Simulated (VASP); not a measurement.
Crystal: Te.

```
Te
1.0
     4.60135    0.00000    0.00000
    -2.30068    3.98489    0.00000
     0.00000    0.00000    5.90006
Te
3
Direct
  0.25670 0.00000 0.33333
  0.00000 0.25670 0.66667
  0.74330 0.74330 0.00000
```

| Property | Result |
| --- | --- |
| Program | VASP 6.6.1 |
| Task | relaxation of cell and atoms |
| Functional | PBEsol |
| Potentials or basis | VASP PAW PBE potentials, release 64 (Te) |
| Cutoff | 480 eV |
| k mesh | 9 × 9 × 6 |
| Occupations | gaussian, width 0.1 eV |
| Spin | no spin polarisation |

At the start: pressure -1.6 GPa; volume 36.06 Å³/atom.

Problem. Where does the relaxation end?

Solution. Over 15 steps the energy falls by 38.1 meV/atom and the volume is 32.02 Å³/atom (-11.2 %); space group P3_121 (No. 152, to 0.05 Å).

The path:
```csv
step,energy change (eV),largest force (eV/Å),pressure (GPa),volume (Å³)
1,0.0000,0.1671,-1.55,108.18
2,-0.0282,0.4457,0.49,102.80
3,-0.0283,0.4327,0.39,103.04
4,-0.0590,0.3529,0.42,101.06
5,-0.1040,0.1643,1.21,95.17
6,-0.0963,0.1099,-1.71,99.38
7,-0.1133,0.0368,-0.11,96.92
8,-0.1133,0.0392,-0.08,96.88
9,-0.1137,0.0320,-0.06,96.70
10,-0.1144,0.0108,0.03,96.14
11,-0.1144,0.0067,0.03,96.03
12,-0.1144,0.0045,0.05,95.97
13,-0.1144,0.0056,0.05,96.00
14,-0.1143,0.0133,-0.13,96.24
15,-0.1144,0.0009,0.01,96.06
```

Final structure:
```
Te
1.0
     4.31151    0.00000    0.00000
    -2.15576    3.73388    0.00000
     0.00000    0.00000    5.96680
Te
3
Direct
  0.28471 0.00000 0.33333
  0.00000 0.28471 0.66667
  0.71529 0.71529 0.00000
```

Caveat: the PAW data sets were made with another functional, which shifts forces and pressure a little.
